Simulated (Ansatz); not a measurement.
## Hf: which structure is lowest?

The calculation used DFT, revPBE, plane waves (420 eV) with PAW, scalar-relativistic (Ansatz). (PAW data from PBE, frozen cores regenerated.)

Each structure is relaxed within its own symmetry, so a high-lying one may be dynamically unstable.

| structure | ΔE (meV/atom) | V (Å³/atom) | cell | magnetic state |
| --- | --- | --- | --- | --- |
| hcp | 0 | 23.00 | a = 3.225 Å, c = 5.106 Å (c/a = 1.583) | spin not included |
| omega (AlB2-type) | 48 | 22.77 | a = 5.028 Å, c = 3.120 Å (c/a = 0.620) | spin not included |
| dhcp | 49 | 23.13 | a = 3.220 Å, c = 10.303 Å (c/a = 3.199) | spin not included |
| fcc | 71 | 23.05 | a = 4.518 Å | spin not included |
| bcc | 186 | 22.83 | a = 3.574 Å | spin not included |
| A15 | 248 | 23.10 | a = 5.696 Å | spin not included |
| simple cubic | 1091 | 25.42 | a = 2.940 Å | spin not included |
| diamond | 2672 | 36.37 | a = 6.626 Å | spin not included |

ΔE counts from hcp.

Differences under about 8 meV lie within the error of the k-point mesh.
